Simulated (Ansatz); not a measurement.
Geometry optimisation, Ansatz 0.2.0, DFT PBEsol, scalar-relativistic, plane waves, PAW.

The input (input.yaml):

```yaml
crystal:
  lattice:
    - [10.86, 0.0, 0.0]
    - [0.0, 10.86, 0.0]
    - [0.0, 0.0, 10.86]
  atoms:
    - { symbol: Si, position: [0.4954009, 0.005363, 0.001242] }
    - { symbol: Si, position: [0.6234813, 0.125736, 0.1190504] }
    - { symbol: Si, position: [0.749234, 0.2476907, -0.0004819] }
    - { symbol: Si, position: [0.8716266, 0.3723804, 0.125152] }
    - { symbol: Si, position: [0.7502974, 0.0001514, 0.2482906] }
    - { symbol: Si, position: [0.8776187, 0.1236688, 0.3744422] }
    - { symbol: Si, position: [-0.0013876, 0.003064, -0.0066482] }
    - { symbol: Si, position: [0.1303417, 0.1262632, 0.1257667] }
    - { symbol: Si, position: [0.2593689, 0.2518612, 0.0022824] }
    - { symbol: Si, position: [0.3737745, 0.3753795, 0.1267694] }
    - { symbol: Si, position: [0.4955475, 0.5001494, 0.0002597] }
    - { symbol: Si, position: [0.6218178, 0.6263052, 0.1252299] }
    - { symbol: Si, position: [0.7491794, 0.7479612, -0.0007324] }
    - { symbol: Si, position: [0.8732207, 0.8767285, 0.1217728] }
    - { symbol: Si, position: [0.2490937, 0.0002122, 0.2488199] }
    - { symbol: Si, position: [0.3734654, 0.1270851, 0.3785873] }
    - { symbol: Si, position: [0.5019664, 0.2505754, 0.2497503] }
    - { symbol: Si, position: [0.6236102, 0.3761627, 0.3768214] }
    - { symbol: Si, position: [0.7510184, 0.5015455, 0.246868] }
    - { symbol: Si, position: [0.8761049, 0.6268227, 0.3723405] }
    - { symbol: Si, position: [0.5031458, 0.003916, 0.501873] }
    - { symbol: Si, position: [0.6274542, 0.1250583, 0.6232328] }
    - { symbol: Si, position: [0.7464328, 0.2557405, 0.5020912] }
    - { symbol: Si, position: [0.8753009, 0.3783547, 0.6263444] }
    - { symbol: Si, position: [0.7499087, 9.53e-05, 0.7521806] }
    - { symbol: Si, position: [0.8765265, 0.1242859, 0.8706829] }
    - { symbol: Si, position: [0.0037284, 0.5015775, 0.0005692] }
    - { symbol: Si, position: [0.1201788, 0.6263206, 0.1229976] }
    - { symbol: Si, position: [0.2502691, 0.7472434, 0.0015468] }
    - { symbol: Si, position: [0.3788596, 0.872002, 0.123804] }
    - { symbol: Si, position: [0.001724, 0.2496451, 0.2484327] }
    - { symbol: Si, position: [0.1324694, 0.3720164, 0.3758829] }
    - { symbol: Si, position: [0.2485868, 0.5016784, 0.243281] }
    - { symbol: Si, position: [0.3744163, 0.6239981, 0.3708944] }
    - { symbol: Si, position: [0.4975772, 0.7498206, 0.2474831] }
    - { symbol: Si, position: [0.6186419, 0.8766711, 0.3732398] }
    - { symbol: Si, position: [-0.0003124, -0.001204, 0.5003968] }
    - { symbol: Si, position: [0.2523655, 0.251123, 0.5002158] }
    - { symbol: Si, position: [0.3776194, 0.375931, 0.6252559] }
    - { symbol: Si, position: [0.4988471, 0.5006458, 0.5018805] }
    - { symbol: Si, position: [0.6254551, 0.6257046, 0.625326] }
    - { symbol: Si, position: [0.7554211, 0.7528618, 0.4984772] }
    - { symbol: Si, position: [0.8730633, 0.877462, 0.6236928] }
    - { symbol: Ge, position: [0.2485433, -0.0034742, 0.7533878] }
    - { symbol: Si, position: [0.3757022, 0.1251546, 0.8808408] }
    - { symbol: Si, position: [0.4987729, 0.2500298, 0.7503538] }
    - { symbol: Si, position: [0.6196954, 0.3689044, 0.8764517] }
    - { symbol: Si, position: [0.7480115, 0.498805, 0.7532478] }
    - { symbol: Si, position: [0.874488, 0.6282176, 0.8776134] }
    - { symbol: Si, position: [0.0016847, 0.7508773, 0.2492874] }
    - { symbol: Si, position: [0.1263037, 0.8739701, 0.3758299] }
    - { symbol: Si, position: [0.0025232, 0.5009247, 0.5027217] }
    - { symbol: Si, position: [0.1262817, 0.6248654, 0.6229454] }
    - { symbol: Si, position: [0.2532744, 0.7508445, 0.4962034] }
    - { symbol: Si, position: [0.3766227, 0.8747784, 0.6230408] }
    - { symbol: Si, position: [0.0020661, 0.253243, 0.7502144] }
    - { symbol: Si, position: [0.1254911, 0.3726265, 0.8744211] }
    - { symbol: Si, position: [0.2474694, 0.5034582, 0.7485707] }
    - { symbol: Si, position: [0.3720168, 0.6230418, 0.8811595] }
    - { symbol: Si, position: [0.5025931, 0.7486681, 0.7510179] }
    - { symbol: Si, position: [0.6258982, 0.8759066, 0.8718316] }
    - { symbol: Si, position: [0.0029211, 0.7490882, 0.7484945] }
    - { symbol: Si, position: [0.1196572, 0.8743477, 0.8761799] }
total_charge: -2
basis:
  ecutwfc: 420.0
kpoints:
  mp_grid: { grid: [1, 1, 1] }
hamiltonian:
  xc: pbesol
  pseudopotentials: { kind: paw, azcp: { folder: soft_1 } }
scf:
  occupations: { method: gaussian, width: 0.05 }
  lower_state_search: "off"
relax:
  f_tol: 0.03
  max_steps: 60
  adjacent_minimum: "off"
```

Command:

```bash
$ ansatz run input.yaml --threads 4 --pin off --max-ram 10240MiB --backend cpu --events-out ev --progress --plain --runs-dir out
```

Where does it end, and by what steps?

It converged. The force dipped under the threshold on the way, but the program's further checks kept it going. Limits of this set-up: coarse k mesh, PAW files made for another functional, no spin, though dangling bonds at a vacancy may carry it, a typed lattice constant that wasn't relaxed here, charged cell in a uniform background, uncorrected. After 16 steps the energy has fallen by 0.998 eV; Ge44 moved furthest, 0.50 Å.

```tsv
step	energy less start (eV)	largest force component (eV/Å)	accepted
0	0.0000	1.157	yes
1	-0.8360	0.362	yes
2	-0.9600	0.152	yes
3	-0.9621	0.135	yes
4	-0.9836	0.020	yes
5	-0.9836	0.020	yes
6	-0.9844	0.011	yes
7	-0.9857	0.015	yes
8	-0.9494	0.150	no
9	-0.9882	0.020	yes
10	-0.9910	0.032	yes
11	-0.9746	0.109	no
12	-0.9854	0.088	no
13	-0.9947	0.026	yes
14	-0.9912	0.056	no
15	-0.9972	0.017	yes
16	-0.9977	0.022	yes
```

```xyz
63
Lattice="10.8600 0.0000 0.0000 0.0000 10.8600 0.0000 0.0000 0.0000 10.8600" Properties=species:S:1:pos:R:3
Si 5.393 0.031 -0.088
Si 6.755 1.348 1.326
Si 8.197 2.684 0.011
Si 9.517 4.094 1.358
Si 8.095 -0.003 2.703
Si 9.504 1.357 4.048
Si 0.026 -0.010 -0.004
Si 1.362 1.356 1.366
Si 2.741 2.691 0.012
Si 4.070 4.097 1.357
Si 5.439 5.440 -0.022
Si 6.781 6.785 1.362
Si 8.165 8.130 0.020
Si 9.500 9.535 1.364
Si 2.720 0.004 2.713
Si 4.073 1.345 4.084
Si 5.423 2.741 2.706
Si 6.802 4.048 4.102
Si 8.123 5.428 2.712
Si 9.509 6.784 4.053
Si 5.439 -0.001 5.436
Si 6.798 1.354 6.796
Si 8.173 2.695 5.450
Si 9.518 4.091 6.782
Si 8.163 0.007 8.139
Si 9.565 1.347 9.457
Si -0.003 5.440 -0.032
Si 1.342 6.770 1.381
Si 2.747 8.111 0.045
Si 4.093 9.535 1.341
Si 0.008 2.728 2.718
Si 1.375 3.993 4.156
Si 2.672 5.394 2.737
Si 4.059 6.783 4.036
Si 5.438 8.170 2.710
Si 6.814 9.474 4.119
Si 0.061 0.073 5.423
Si 2.728 2.633 5.523
Si 4.080 4.073 6.797
Si 5.425 5.453 5.400
Si 6.766 6.813 6.799
Si 8.202 8.140 5.466
Si 9.571 9.558 6.794
Ge 2.351 0.198 7.903
Si 3.982 1.359 9.398
Si 5.430 2.713 8.148
Si 6.811 4.027 9.535
Si 8.099 5.424 8.140
Si 9.486 6.780 9.465
Si 0.001 8.178 2.724
Si 1.396 9.500 4.111
Si 0.013 5.436 5.419
Si 1.362 6.787 6.793
Si 2.745 8.131 5.451
Si 4.016 9.579 6.782
Si 0.052 2.737 8.106
Si 1.398 4.049 9.517
Si 2.721 5.438 8.141
Si 4.088 6.807 9.477
Si 5.414 8.222 8.130
Si 6.816 9.498 9.519
Si 0.018 8.155 8.160
Si 1.378 9.461 9.546
```

Whether the end is a true minimum wasn't checked by a vibrational analysis.

Time of the run: 71 s on 4 threads of Arm Neoverse V2, with other jobs on the host, peak memory 1.1 GiB.
